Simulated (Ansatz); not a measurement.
# TiAl: the cost of one run

Program: Ansatz 0.2.0. Level of theory: DFT PBE, scalar-relativistic, plane waves, PAW. These are calculated values, not measurements.

The COD cell was measured well above room temperature, so it is larger than a cold one.

**1. The system as given**

It takes space group Pm-3m (No. 221, cubic). Conventional cell: a = 3.018 Å, b = 3.018 Å, c = 3.018 Å, α = 90.00°, β = 90.00°, γ = 90.00°. Ti (site symmetry m-3m) is surrounded by 8 Al at 2.61 Å. Around Al (site symmetry m-3m) lie 8 Ti at 2.61 Å.

Coordinates:

```
CELL_PARAMETERS angstrom
3.01800 0.00000 0.00000
0.00000 3.01800 0.00000
0.00000 0.00000 3.01800
ATOMIC_POSITIONS crystal
Ti 0.50000 0.50000 0.50000
Al 0.00000 0.00000 0.00000
```

The start is a polymorph listed in a database, not an invented cell.

**2. The guess as it stands, on a coarse mesh**

input.yaml reads:

```yaml
crystal:
  lattice:
    - [3.01799989, 0.0, 0.0]
    - [0.0, 3.01799989, 0.0]
    - [0.0, 0.0, 3.01799989]
  atoms:
    - { symbol: Ti, position: [0.5, 0.5, 0.5] }
    - { symbol: Al, position: [0.0, 0.0, 0.0] }
basis:
  ecutwfc: 420
kpoints:
  mp_grid: { grid: [6, 6, 6] }
hamiltonian:
  xc: pbe
scf:
  occupations: { method: gaussian, width: 0.1 }
  lower_state_search: "off"
output:
  forces: true
  stress: true
  eigenvalues: true
```

On the command line:

```
$ ansatz run input.yaml --threads 1 --pin off --max-ram 2560MiB --backend cpu --events-out ev --progress --plain --runs-dir out
```

**Question.** How long does this run take on 1 thread of Intel Xeon at 2.70GHz, shared host, and how much memory does it need?

About 1.4 s, with a peak of 0.3 GiB.
